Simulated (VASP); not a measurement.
# SnO2 (R-3m) in VASP: notebook, part 2 of 2

VASP 6.6.1.

## Step 3: Single point, PBEsol (strain +0.0150 x Voigt [0, 0, 1, 0, 0, 0], atoms carried along)

Input file INCAR:

```
SYSTEM = SnO2
ALGO = Fast ; EDIFF = 1E-6
ENCUT = 520 ; GGA = PS
ISIF = 2 ; ISMEAR = 0
LASPH = .TRUE. ; LCHARG = .FALSE.
LREAL = .FALSE. ; LWAVE = .FALSE.
NBANDS = 20 ; NELM = 100
PREC = Accurate ; SIGMA = 0.05
```

Input file KPOINTS:

```
k-points
0
G
  12 12 12
  0 0 0
```

Input file POSCAR:

```
SnO2
1.0
    1.6170930752      0.9336291223      4.8726014728
   -1.6170930752      0.9336291223      4.8726014728
    0.0000000000     -1.8672582446      4.8726014728
Sn O
1 2
Direct
    0.5000000000      0.5000000000      0.5000000000
    0.2371700000      0.2371700000      0.2371700000
    0.7628300000      0.7628300000      0.7628300000
```

Potentials or basis: VASP PAW PBE potentials, release 64 (Sn_d, O).

Run with:

```
> cat potpaw_PBE.64/Sn_d/POTCAR potpaw_PBE.64/O/POTCAR > POTCAR
> mpirun -np 1 vasp_std > vasp.out
```

OUTCAR:

```text
SYSTEM = SnO2
   EDIFF = 1E-6
   ENCUT = 520
   GGA = PS
   ISIF = 2
   ISMEAR = 0
   LASPH = .TRUE.
   LREAL = .FALSE.
   NELM = 100
   PREC = Accurate

 ion  position               nearest neighbor table
   1  0.500  0.500  0.500-   2 2.13   2 2.13   3 2.13   3 2.13   2 2.13   3 2.13
   2  0.237  0.237  0.237-   1 2.13   1 2.13   1 2.13
   3  0.763  0.763  0.763-   1 2.13   1 2.13   1 2.13

  LATTYP: Found a trigonal (rhomboedric) cell.
 ALAT       =     5.2181317025
 COS(alpha) =     0.8079253909

  Lattice vectors:

 A1 = (   1.6170930752,   0.9336291223,   4.8726014728)
 A2 = (  -1.6170930752,   0.9336291223,   4.8726014728)
 A3 = (   0.0000000000,  -1.8672582446,   4.8726014728)

Analysis of symmetry for initial positions (statically):
=====================================================================
 Subroutine PRICEL returns:
 Original cell was already a primitive cell.

 Routine SETGRP: Setting up the symmetry group for a
 trigonal (rhombohedral) supercell.

 Subroutine GETGRP returns: Found 12 space group operations
 (whereof 12 operations were pure point group operations)
 out of a pool of 12 trial point group operations.

The static configuration has the point symmetry D_3d.

Analysis of symmetry for dynamics (positions and initial velocities):
=====================================================================
 Subroutine PRICEL returns:
 Original cell was already a primitive cell.

 Routine SETGRP: Setting up the symmetry group for a
 trigonal (rhombohedral) supercell.

 Subroutine GETGRP returns: Found 12 space group operations
 (whereof 12 operations were pure point group operations)
 out of a pool of 12 trial point group operations.

The dynamic configuration has the point symmetry D_3d.

 Subroutine INISYM returns: Found 12 space group operations
[... 114 lines left out ...]
   ISMEAR =     0;   SIGMA  =   0.05  broadening in eV -4-tet -1-fermi 0-gaus
   EFERMI_NEDOS =   21; number of points for ismear=-14 and -15
   IALGO  =     68    algorithm
   IMIX   =      4    mixing-type and parameters
     AMIX     =   0.40;   BMIX     =  1.00
     AMIX_MAG =   1.60;   BMIX_MAG =  1.00
  volume/ion in A,a.u.               =      14.71        99.29
  Fermi-wavevector in a.u.,A,eV,Ry     =   1.372331  2.593329 25.623735  1.883291
  Thomas-Fermi vector in A             =   2.497947
   LORBIT       =      0    0 simple, 1 ext, 2 COOP (PROOUT), +10 PAW based schemes
   GGA     = PS    functional components
   LHFCALC =     F    Hartree Fock is set to
   AEXX    =    0.0000 exact exchange contribution
   IVDW    =     0    specifies the selected vdW correction
   LEPSILON=     F    determine dielectric tensor
   LRPA    =     F    only Hartree local field effects (RPA)
 non-spin polarized calculation
 RMM-DIIS sequential band-by-band and
 Gauss-broadening in eV      SIGMA  =   0.05
  energy-cutoff  :      520.00
  volume of cell :       44.14
 maximum number of plane-waves:      1206
   NGX = 19   NGY = 19   NGZ = 19

 number of electron      25.9999995 magnetization

 Free energy of the ion-electron system (eV)
  ---------------------------------------------------
  ext. energy  EPLUGINS =         0.00000000
  ---------------------------------------------------
  free energy    TOTEN  =       -19.28052711 eV

  energy without entropy =      -19.28052711  energy(sigma->0) =      -19.28052711

 E-fermi :   3.2963     XC(G=0): -10.1280

 val. band max:        3.0004929957   @ k =  -0.1667   0.1667   0.0000
 cond. band min:       4.8551135120   @ k =   0.0000   0.0000   0.0000
 fundamental gap:      1.8546205163
 Fermi energy:         3.2962883192

 k-point     1 :       0.0000    0.0000    0.0000
  band No.  band energies     occupation
      1     -16.8855      2.00000
      2     -16.6916      2.00000
      3     -16.6916      2.00000
      4     -16.5122      2.00000
      5     -16.5122      2.00000
      6     -14.8234      2.00000
[... 541 lines left out ...]
     19      15.9640      0.00000
     20      17.0217      0.00000

 [... further k-points ...]

------------------------ aborting loop because EDIFF is reached ----------------------------------------

  FORCE on cell =-STRESS in cart. coord.  units (eV):
  Direction    XX          YY          ZZ          XY          YZ          ZX
  --------------------------------------------------------------------------------------
  -------------------------------------------------------------------------------------
  Total       -1.6853231     -1.6853231     -1.3744622      0.0000000     -0.0000000      0.0000000
  in kB      -61.1747492    -61.1747492    -49.8909583      0.0000000     -0.0000000      0.0000000
  external PRESSURE =     -57.4134855 kB  Pullay stress =       0.0000000 kB

 VOLUME and BASIS-vectors are now :
 -----------------------------------------------------------------------------
  energy-cutoff  :      520.00
  volume of cell :       44.14
      direct lattice vectors                 reciprocal lattice vectors
     1.617093075  0.933629122  4.872601473     0.309196797  0.178514854  0.068409726
    -1.617093075  0.933629122  4.872601473    -0.309196797  0.178514854  0.068409726
     0.000000000 -1.867258245  4.872601473     0.000000000 -0.357029708  0.068409726

 POSITION                                       TOTAL-FORCE (eV/Angst)
 -----------------------------------------------------------------------------------
      0.00000      0.00000      7.30890         0.000000     -0.000000     -0.000000
      0.00000      0.00000      3.46690        -0.000000      0.000000     -0.535701
      0.00000      0.00000     11.15090        -0.000000     -0.000000      0.535701
 -----------------------------------------------------------------------------------
    total drift:                                0.000000      0.000000      0.000000

  FREE ENERGIE OF THE ION-ELECTRON SYSTEM (eV)
  ---------------------------------------------------
  free  energy   TOTEN  =       -19.2805271124 eV

  energy  without entropy=      -19.2805271124  energy(sigma->0) =      -19.28052711
```

It took 3.5 min on 1 thread of Intel Xeon 6975P-C (Granite Rapids), shared host; peak memory 0.35 GiB.

What came out:

```yaml
Free_energy: -19.2805 eV
Pressure: -5.7 GPa
Largest_force: 0.536 eV/Å
Band_gap_on_the_k_mesh: 1.85 eV, indirect (least direct gap 1.98 eV)
```

Forces on the atoms (eV/Å):
```
Sn   0.000  0.000  0.000
O    0.000  0.000 -0.536
O    0.000  0.000  0.536
```

Caveat: the PAW data sets were made with another functional, which shifts forces and pressure a little; spin-orbit coupling is left out, which moves the levels of the heavy elements. A k mesh can miss the band edges.

## Step 4: Single point, PBEsol (strain +0.0450 x Voigt [0, 0, 1, 0, 0, 0], atoms carried along)

Input file INCAR:

```
PREC = Accurate ; ENCUT = 520
EDIFF = 1E-7 ; ISMEAR = 0
SIGMA = 0.05 ; LREAL = False
LASPH = True ; NELM = 100
ALGO = Fast ; ISIF = 2
LWAVE = False ; LCHARG = False
GGA = PS ; NBANDS = 20
```

Input file KPOINTS:

```
regular mesh
0
Gamma
  12 12 12
```

Input file POSCAR:

```
SnO2
1.0
    1.6170930752      0.9336291223      5.0166192503
   -1.6170930752      0.9336291223      5.0166192503
    0.0000000000     -1.8672582446      5.0166192503
Sn O
1 2
Direct
    0.5000000000      0.5000000000      0.5000000000
    0.2371700000      0.2371700000      0.2371700000
    0.7628300000      0.7628300000      0.7628300000
```

Run with:

```
> cat potpaw_PBE.64/Sn_d/POTCAR potpaw_PBE.64/O/POTCAR > POTCAR
> mpirun -np 1 vasp_std > vasp.out
```

It took 3.2 min on 1 thread of Intel Xeon 6975P-C (Granite Rapids), shared host; peak memory 0.35 GiB.

Results (log left out):

| Quantity | Value |
| --- | --- |
| Free energy | -19.2310 eV |
| Pressure | -7.7 GPa |
| Largest force | 0.904 eV/Å |
| Band gap on the k mesh | 1.88 eV, indirect (least direct gap 2.00 eV) |

Forces on the atoms (eV/Å):
```
Sn   0.000  0.000  0.000
O    0.000  0.000 -0.904
O    0.000  0.000  0.904
```

Stress tensor (GPa, compression positive):
```
-7.77  0.00  0.00
 0.00 -7.77  0.00
 0.00  0.00 -7.60
```

Levels at points of the mesh, in eV from the valence-band top:
| k point | band 11 | band 12 | band 13 | band 14 | band 15 | band 16 |
| --- | --- | --- | --- | --- | --- | --- |
| (0.00, 0.00, 0.00) | -0.76 | -0.76 | -0.12 | 1.88 | 5.51 | 10.87 |
| (0.50, 0.00, 0.00) | -1.46 | -0.54 | -0.46 | 5.00 | 7.33 | 9.97 |
| (0.50, 0.50, 0.00) | -1.21 | -0.44 | -0.03 | 4.77 | 6.66 | 10.37 |
| (0.50, 0.50, 0.50) | -1.07 | -0.72 | -0.72 | 2.96 | 5.40 | 10.99 |

Caveat: the PAW data sets were made with another functional, which shifts forces and pressure a little; spin-orbit coupling is left out, which moves the levels of the heavy elements.

## Step 5: Summary

| cell | further INCAR settings | gap on the mesh (eV) | pressure (GPa) | largest force (eV/Å) |
| --- | --- | --- | --- | --- |
| strain -0.0600 x Voigt [0, 0, 1, 0, 0, 0], atoms carried along | ALGO = Fast; EDIFF = 1e-06; NBANDS = 20 | 1.82 | 0.6 | 0.44 |
| strain +0.0150 x Voigt [0, 0, 1, 0, 0, 0], atoms carried along | ALGO = Fast; EDIFF = 1e-06; NBANDS = 20 | 1.85 | -5.7 | 0.54 |
| strain +0.0450 x Voigt [0, 0, 1, 0, 0, 0], atoms carried along | ALGO = Fast; EDIFF = 1e-07; NBANDS = 20 | 1.88 | -7.7 | 0.90 |

Alike in all rows: task single point; level PBEsol; potentials or basis VASP PAW PBE potentials, release 64 (Sn_d, O); no spin polarisation; k mesh 12 × 12 × 12; cutoff (eV) 520; smearing gaussian 0.05 eV.

Caveats: the PAW data sets were made with another functional, which shifts forces and pressure a little; spin-orbit coupling is left out, which moves the levels of the heavy elements.

Absolute energies hang on the potentials; compare differences alone.
